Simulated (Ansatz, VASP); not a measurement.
Two plane-wave programs on Cu

```
Cu
1.0
     0.00000    1.73520    1.87980
     1.73520    0.00000    1.87980
     1.73520    1.73520    0.00000
Cu
1
Direct
  0.00000 0.00000 0.00000
```

Change from the starting cell: strain -0.040 along x and y, +0.040 along z, atoms carried along.

Alike in both runs: task single point; functional PBEsol; k mesh 22 × 22 × 22; occupations gaussian, width 0.15 eV; no spin polarisation.

```csv
,VASP,Ansatz
version,VASP 6.6.1,Ansatz 0.2.0
potentials or method,"VASP PAW PBE potentials, release 64 (Cu)","scalar-relativistic, plane waves, PAW"
plane-wave cutoff (eV),520,420
valence electrons in the cell,11,19
```

Ansatz gave:

```
gap on the k mesh at the Fermi level (eV)       : none
pressure (GPa)                                  : 0.2
largest component of the traceless stress (GPa) : 4.61
```

Problem. Which values does VASP return?

Solution. gap on the k mesh at the Fermi level (eV): none; pressure (GPa): 1.0; largest component of the traceless stress (GPa): 4.59.

A gap of «none» marks a metal or a gap that the smearing closes. The two sets of potentials don't hold the same shells in valence.

Caveats: the PAW data sets were made with another functional, which shifts forces and pressure a little (VASP).
